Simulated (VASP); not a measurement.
# CdO (Fm-3m) in VASP: band structure with HF

Aim: the band structure of CdO with HF.

Everything below comes from runs of VASP 6.6.1. Logs are shortened: lines on timing, memory, paths and dates and some standing lists are left out, and cuts for length are marked.

## Step 1: The structure

It takes space group Fm-3m (No. 225, cubic). The conventional cell has a = 4.707 Å, b = 4.707 Å, c = 4.707 Å, α = 90.00°, β = 90.00°, γ = 90.00°. Cd (site symmetry m-3m) has 6 O at 2.35 Å as nearest neighbours. O (site symmetry m-3m) has 6 Cd at 2.35 Å as nearest neighbours.

## Step 2: Band structure, HF

File POSCAR:

```
CdO                                     
1.0
    0.0000000000      2.3535179771      2.3535179771
    2.3535179771      0.0000000000      2.3535179771
    2.3535179771      2.3535179771      0.0000000000
  Cd              O             
     1     1
Direct
     0.0000000000000000    0.0000000000000000    0.0000000000000000
     0.5000000000000000    0.5000000000000000    0.5000000000000000
```

File INCAR.step1:

```
SYSTEM = CdO
  PREC = Accurate
  ENCUT = 520
  EDIFF = 1E-5
  ISMEAR = 0
  SIGMA = 0.02
  LREAL = .False.
  LASPH = .True.
  NELM = 80
  ALGO = Normal
  ISIF = 2
  LWAVE = .True.
  LCHARG = .False.
  NBANDS = 16
  KPAR = 4
  GGA = PE
```

File INCAR.step2:

```
SYSTEM = CdO
  PREC = Accurate
  ENCUT = 520
  EDIFF = 1E-7
  ISMEAR = 0
  SIGMA = 0.02
  LREAL = .False.
  LASPH = .True.
  NELM = 80
  ALGO = Normal
  ISIF = 2
  LWAVE = .False.
  LCHARG = .False.
  GGA = PE
  LHFCALC = .True.
  AEXX = 1.0
  ALDAC = 0.0
  AGGAC = 0.0
  PRECFOCK = Fast
  HFRCUT = -1
  NBANDS = 16
  KPAR = 4
  ISTART = 1
```

File KPOINTS:

```
regular mesh
0
Gamma
  6 6 6
  0 0 0
```

File KPOINTS_OPT:

```
path GXWKGLUWLK,UX
10
line-mode
reciprocal
 0.0000000000  0.0000000000  0.0000000000  G
 0.5000000000  0.0000000000  0.5000000000  X

 0.5000000000  0.0000000000  0.5000000000  X
 0.5000000000  0.2500000000  0.7500000000  W

 0.5000000000  0.2500000000  0.7500000000  W
 0.3750000000  0.3750000000  0.7500000000  K

 0.3750000000  0.3750000000  0.7500000000  K
 0.0000000000  0.0000000000  0.0000000000  G

 0.0000000000  0.0000000000  0.0000000000  G
 0.5000000000  0.5000000000  0.5000000000  L

 0.5000000000  0.5000000000  0.5000000000  L
 0.6250000000  0.2500000000  0.6250000000  U

 0.6250000000  0.2500000000  0.6250000000  U
 0.5000000000  0.2500000000  0.7500000000  W

 0.5000000000  0.2500000000  0.7500000000  W
 0.5000000000  0.5000000000  0.5000000000  L

 0.5000000000  0.5000000000  0.5000000000  L
 0.3750000000  0.3750000000  0.7500000000  K

 0.6250000000  0.2500000000  0.6250000000  U
 0.5000000000  0.0000000000  0.5000000000  X
```

Potentials or basis: VASP PAW PBE potentials, release 64 (Cd, O).

Started as:

```sh
cat potpaw_PBE.64/Cd/POTCAR potpaw_PBE.64/O/POTCAR > POTCAR
cp INCAR.step1 INCAR
mpirun -np 4 vasp_std > vasp.out
cp INCAR.step2 INCAR
mpirun -np 4 vasp_std > vasp.out
```

OUTCAR:

```text
SYSTEM = CdO
   PREC = Accurate
   ENCUT = 520
   EDIFF = 1E-7
   ISMEAR = 0
   LREAL = .False.
   LASPH = .True.
   NELM = 80
   ISIF = 2
   GGA = PE
   LHFCALC = .True.
   AEXX = 1.0
   PRECFOCK = Fast
   ISTART = 1

 ion  position               nearest neighbor table
   1  0.000  0.000  0.000-   2 2.35   2 2.35   2 2.35   2 2.35   2 2.35   2 2.35
   2  0.500  0.500  0.500-   1 2.35   1 2.35   1 2.35   1 2.35   1 2.35   1 2.35

  LATTYP: Found a face centered cubic cell.
 ALAT       =     4.7070359542

  Lattice vectors:

 A1 = (   0.0000000000,   2.3535179771,   2.3535179771)
 A2 = (   2.3535179771,   0.0000000000,   2.3535179771)
 A3 = (   2.3535179771,   2.3535179771,   0.0000000000)

Analysis of symmetry for initial positions (statically):
=====================================================================
 Subroutine PRICEL returns:
 Original cell was already a primitive cell.

 Routine SETGRP: Setting up the symmetry group for a
 face centered cubic supercell.

 Subroutine GETGRP returns: Found 48 space group operations
 (whereof 48 operations were pure point group operations)
 out of a pool of 48 trial point group operations.

The static configuration has the point symmetry O_h .

Analysis of symmetry for dynamics (positions and initial velocities):
=====================================================================
 Subroutine PRICEL returns:
 Original cell was already a primitive cell.

 Routine SETGRP: Setting up the symmetry group for a
 face centered cubic supercell.

 Subroutine GETGRP returns: Found 48 space group operations
 (whereof 48 operations were pure point group operations)
 out of a pool of 48 trial point group operations.

The dynamic configuration has the point symmetry O_h .

 Subroutine INISYM returns: Found 48 space group operations
 (whereof 48 operations are pure point group operations),
 and found     1 'primitive' translations

----------------------------------------------------------------------------------------

                                     Primitive cell

  volume of cell :      26.0725

  direct lattice vectors                    reciprocal lattice vectors
     0.000000000  2.353517977  2.353517977    -0.212447920  0.212447920  0.212447920
     2.353517977  0.000000000  2.353517977     0.212447920 -0.212447920  0.212447920
     2.353517977  2.353517977  0.000000000     0.212447920  0.212447920 -0.212447920

  length of vectors
     3.328377043  3.328377043  3.328377043     0.367970592  0.367970592  0.367970592

  position of ions in fractional coordinates (direct lattice)
     0.000000000  0.000000000  0.000000000
     0.500000000  0.500000000  0.500000000

  ion indices of the primitive-cell ions
   primitive index   ion index
                 1           1
                 2           2

----------------------------------------------------------------------------------------

 KPOINTS: regular mesh

Automatic generation of k-mesh.
 Grid dimensions read from file:
 generate k-points for:    6    6    6

 Generating k-lattice:

  Cartesian coordinates                     Fractional coordinates (reciprocal lattice)
    -0.035407987  0.035407987  0.035407987     0.166666667  0.000000000  0.000000000
     0.035407987 -0.035407987  0.035407987     0.000000000  0.166666667  0.000000000
     0.035407987  0.035407987 -0.035407987     0.000000000  0.000000000  0.166666667

  Length of vectors
     0.061328432  0.061328432  0.061328432

  Shift w.r.t. Gamma in fractional coordinates (k-lattice)
     0.000000000  0.000000000  0.000000000

 Subroutine IBZKPT returns following result:
 ===========================================

 Found     16 irreducible k-points:

 Following reciprocal coordinates:
            Coordinates               Weight
  0.000000  0.000000  0.000000      1.000000
  0.166667  0.000000  0.000000      8.000000
  0.333333  0.000000  0.000000      8.000000
  0.500000  0.000000  0.000000      4.000000
  0.166667  0.166667  0.000000      6.000000
  0.333333  0.166667  0.000000     24.000000
[... 8 lines left out ...]
 -0.333333  0.333333  0.166667     24.000000
 -0.333333  0.500000  0.166667     12.000000
   k-points           NKPTS =     16   k-points in BZ     NKDIM =    216   number of bands    NBANDS=     16
   number of dos      NEDOS =    301   number of ions     NIONS =      2
   total plane-waves  NPLWV =  21952
   dimension x,y,z NGX =    28 NGY =   28 NGZ =   28
   dimension x,y,z NGXF=    56 NGYF=   56 NGZF=   56
   ions per type =               1   1
   NGX,Y,Z   is equivalent  to a cutoff of  13.99, 13.99, 13.99 a.u.
   NGXF,Y,Z  is equivalent  to a cutoff of  27.97, 27.97, 27.97 a.u.
 SYSTEM =  CdO
   PREC   = accura    normal or accurate (medium, high low for compatibility)
   ISTART =      1    job   : 0-new  1-cont  2-samecut
   ICHARG =      0    charge: 1-file 2-atom 10-const
   ISPIN  =      1    spin polarized calculation?
   LNONCOLLINEAR =      F non collinear calculations
   LSORBIT =      F    spin-orbit coupling
   LASPH  =      T    aspherical Exc in radial PAW
   ENCUT  =  520.0 eV  38.22 Ry    6.18 a.u.   6.19  6.19  6.19*2*pi/ulx,y,z
   NELM   =     80;   NELMIN=  2; NELMDL=  0     # of ELM steps
   EDIFF  = 0.1E-06   stopping-criterion for ELM
   LREAL  =      F    real-space projection
   EDIFFG = 0.1E-05   stopping-criterion for IOM
   NSW    =      0    number of steps for IOM
   IBRION =     -1    ionic relax: 0-MD 1-quasi-New 2-CG
   NFREE  =      0    steps in history (QN), initial steepest desc. (CG)
   ISIF   =      2    stress and relaxation
   ISYM   =      3    0-nonsym 1-usesym 2-fastsym
   POTIM  = 0.5000    time-step for ionic-motion
   TEBEG  =    0.0;   TEEND  =   0.0 temperature during run
   PSTRESS=    0.0 pullay stress
   NELECT =      18.0000    total number of electrons
   NUPDOWN=      -1.0000    fix difference up-down
   EMIN   =  10.00;   EMAX   =-10.00  energy-range for DOS
   EFERMI =   0.00;   METHOD = LEGACY
   ISMEAR =     0;   SIGMA  =   0.02  broadening in eV -4-tet -1-fermi 0-gaus
   EFERMI_NEDOS =   21; number of points for ismear=-14 and -15
   IALGO  =     38    algorithm
   IMIX   =      1    mixing-type and parameters
     AMIX     =   0.40;   BMIX     =  1.00
     AMIX_MAG =   1.60;   BMIX_MAG =  1.00
  volume/ion in A,a.u.               =      13.04        87.97
  Fermi-wavevector in a.u.,A,eV,Ry     =   1.446899  2.734242 28.484015  2.093516
  Thomas-Fermi vector in A             =   2.564915
   LORBIT       =      0    0 simple, 1 ext, 2 COOP (PROOUT), +10 PAW based schemes
   GGA     = PE    functional components
   LHFCALC =     T    Hartree Fock is set to
   PRECFOCK=fast      Normal, Fast or Accurate (Low or Medium for compatibility)
   ENCUT4O =  -1.0   cutoff for four orbital integrals eV
   NKREDX  =     1    reduce k-point grid by
   NKREDY  =     1    reduce k-point grid by
   NKREDZ  =     1    reduce k-point grid by
   AEXX    =    1.0000 exact exchange contribution
   HFSCREEN=    0.0000 screening length (either q_TF or 0.3 A-1)
   HFSCREENC=   0.0000 screening length for correlation (either q_TF or 0.3 A-1)
   ENCUTFOCK=  -1.0 apply spherical cutoff to Coloumb kernel
   IVDW    =     0    specifies the selected vdW correction
   LEPSILON=     F    determine dielectric tensor
   LRPA    =     F    only Hartree local field effects (RPA)
 non-spin polarized calculation
 Gauss-broadening in eV      SIGMA  =   0.02
  energy-cutoff  :      520.00
  volume of cell :       26.07
 maximum number of plane-waves:       725
 NGX is ok and might be reduce to    28
  NGX = 14; NGY = 14; NGZ = 14

 number of electron      18.0000002 magnetization

 Free energy of the ion-electron system (eV)
  ---------------------------------------------------
  ext. energy  EPLUGINS =         0.00000000
  ---------------------------------------------------
  free energy    TOTEN  =       -17.82040028 eV

  energy without entropy =      -17.82040028  energy(sigma->0) =      -17.82040028

 E-fermi :  -2.5494     XC(G=0):   0.0000

 val. band max:       -2.7111577253   @ k =   0.5000   0.0000   0.0000
 cond. band min:       6.3664138439   @ k =   0.0000   0.0000   0.0000
 fundamental gap:      9.0775715692
 Fermi energy:        -2.5494332710

 k-point     1 :       0.0000    0.0000    0.0000
  band No.  band energies     occupation
      1     -26.0832      2.00000
      2     -12.2542      2.00000
      3     -12.2542      2.00000
      4     -12.2542      2.00000
      5     -12.1641      2.00000
      6     -12.1641      2.00000
[... 8 lines left out ...]
     15      27.9872      0.00000
     16      27.9873      0.00000

 k-point     2 :       0.1667    0.0000    0.0000
  band No.  band energies     occupation
      1     -25.8764      2.00000
      2     -12.4312      2.00000
      3     -12.4312      2.00000
      4     -12.3513      2.00000
      5     -12.1161      2.00000
      6     -12.1161      2.00000
[... 8 lines left out ...]
     15      27.5514      0.00000
     16      27.5514      0.00000

 k-point     3 :       0.3333    0.0000    0.0000
  band No.  band energies     occupation
      1     -25.4318      2.00000
      2     -12.8816      2.00000
      3     -12.8816      2.00000
      4     -12.6977      2.00000
      5     -11.8652      2.00000
      6     -11.8652      2.00000
[... 8 lines left out ...]
     15      29.2169      0.00000
     16      29.2169      0.00000

 k-point     4 :       0.5000    0.0000    0.0000
  band No.  band energies     occupation
      1     -25.1923      2.00000
      2     -13.0861      2.00000
      3     -13.0861      2.00000
      4     -12.9637      2.00000
      5     -11.7360      2.00000
      6     -11.7360      2.00000
[... 8 lines left out ...]
     15      30.0702      0.00000
     16      31.4473      0.00000
[... 172 lines left out ...]
 k-point    14 :       0.5000    0.3333    0.1667
  band No.  band energies     occupation
      1     -25.3292      2.00000
      2     -12.6692      2.00000
      3     -12.5757      2.00000
      4     -12.4672      2.00000
      5     -11.7930      2.00000
      6     -11.6988      2.00000
[... 8 lines left out ...]
     15      30.0245      0.00000
     16      32.7863      0.00000

 k-point    15 :      -0.3333    0.3333    0.1667
  band No.  band energies     occupation
      1     -25.2345      2.00000
      2     -12.7780      2.00000
      3     -12.4285      2.00000
      4     -12.4037      2.00000
      5     -11.7047      2.00000
      6     -11.6654      2.00000
[... 8 lines left out ...]
     15      28.0412      0.00000
     16      34.1203      0.00000

 k-point    16 :      -0.3333    0.5000    0.1667
  band No.  band energies     occupation
      1     -25.2781      2.00000
      2     -12.5126      2.00000
      3     -12.4619      2.00000
      4     -12.0060      2.00000
      5     -11.5685      2.00000
      6     -11.4722      2.00000
[... 8 lines left out ...]
     15      30.0167      0.00000
     16      34.4658      0.00000

------------------------ aborting loop because EDIFF is reached ----------------------------------------

  FORCE on cell =-STRESS in cart. coord.  units (eV):
  Direction    XX          YY          ZZ          XY          YZ          ZX
  --------------------------------------------------------------------------------------
  -------------------------------------------------------------------------------------
  Total        0.7802814      0.7802814      0.7802814     -0.0000000     -0.0000000      0.0000000
  in kB       47.9489726     47.9489726     47.9489726     -0.0000000     -0.0000000      0.0000000
  external PRESSURE =      47.9489726 kB  Pullay stress =       0.0000000 kB

 VOLUME and BASIS-vectors are now :
 -----------------------------------------------------------------------------
  energy-cutoff  :      520.00
  volume of cell :       26.07
      direct lattice vectors                 reciprocal lattice vectors
     0.000000000  2.353517977  2.353517977    -0.212447920  0.212447920  0.212447920
     2.353517977  0.000000000  2.353517977     0.212447920 -0.212447920  0.212447920
     2.353517977  2.353517977  0.000000000     0.212447920  0.212447920 -0.212447920

 POSITION                                       TOTAL-FORCE (eV/Angst)
 -----------------------------------------------------------------------------------
      0.00000      0.00000      0.00000        -0.000000      0.000000     -0.000000
      2.35352      2.35352      2.35352         0.000000     -0.000000      0.000000
 -----------------------------------------------------------------------------------
    total drift:                               -0.000000     -0.000000     -0.000000

  FREE ENERGIE OF THE ION-ELECTRON SYSTEM (eV)
  ---------------------------------------------------
  free  energy   TOTEN  =       -17.8204002822 eV

  energy  without entropy=      -17.8204002822  energy(sigma->0) =      -17.82040028
```

Wall time 6.9 min (4 MPI ranks of Intel Xeon 6975P-C (Granite Rapids), shared host); peak memory 0.2 GiB.

What came out:

| Quantity | Value |
| --- | --- |
| Free energy | -17.8204 eV |
| Pressure | 4.8 GPa |
| Band gap on the k mesh | 9.08 eV, indirect (least direct gap 10.51 eV) |
| Band gap along the path | 9.08 eV, indirect (least direct gap 10.51 eV) |

Levels at the corners of the path, in eV from the valence-band top:
```
point  band 6  band 7  band 8  band 9  band 10  band 11  band 12  band 13
    Γ   -9.45   -1.43   -1.43   -1.43     9.08    25.22    27.76    27.76
    X   -8.64   -5.07   -2.71   -2.71    14.58    19.77    21.04    25.46
    X   -8.64   -5.07   -2.71   -2.71    14.58    19.77    21.04    25.46
    W   -8.77   -3.64   -3.64   -2.01    17.09    19.72    19.72    21.86
    W   -8.77   -3.64   -3.64   -2.01    17.09    19.72    19.72    21.86
    K   -8.94   -4.14   -3.35   -1.53    16.33    19.17    19.64    24.72
    K   -8.94   -4.14   -3.35   -1.53    16.33    19.17    19.64    24.72
    Γ   -9.45   -1.43   -1.43   -1.43     9.08    25.22    27.76    27.76
    Γ   -9.45   -1.43   -1.43   -1.43     9.08    25.22    27.76    27.76
    L   -9.03   -4.72    0.00    0.00    14.22    18.95    22.86    22.86
    L   -9.03   -4.72    0.00    0.00    14.22    18.95    22.86    22.86
    U   -8.94   -4.14   -3.35   -1.53    16.33    19.17    19.64    24.72
    U   -8.94   -4.14   -3.35   -1.53    16.33    19.17    19.64    24.72
    W   -8.77   -3.64   -3.64   -2.01    17.09    19.72    19.72    21.86
    W   -8.77   -3.64   -3.64   -2.01    17.09    19.72    19.72    21.86
    L   -9.03   -4.72    0.00    0.00    14.22    18.95    22.86    22.86
    L   -9.03   -4.72    0.00    0.00    14.22    18.95    22.86    22.86
    K   -8.94   -4.14   -3.35   -1.53    16.33    19.17    19.64    24.72
    U   -8.94   -4.14   -3.35   -1.53    16.33    19.17    19.64    24.72
    X   -8.64   -5.07   -2.71   -2.71    14.58    19.77    21.04    25.46
```

Caveat: the PAW data sets were made with another functional, which shifts forces and pressure a little.
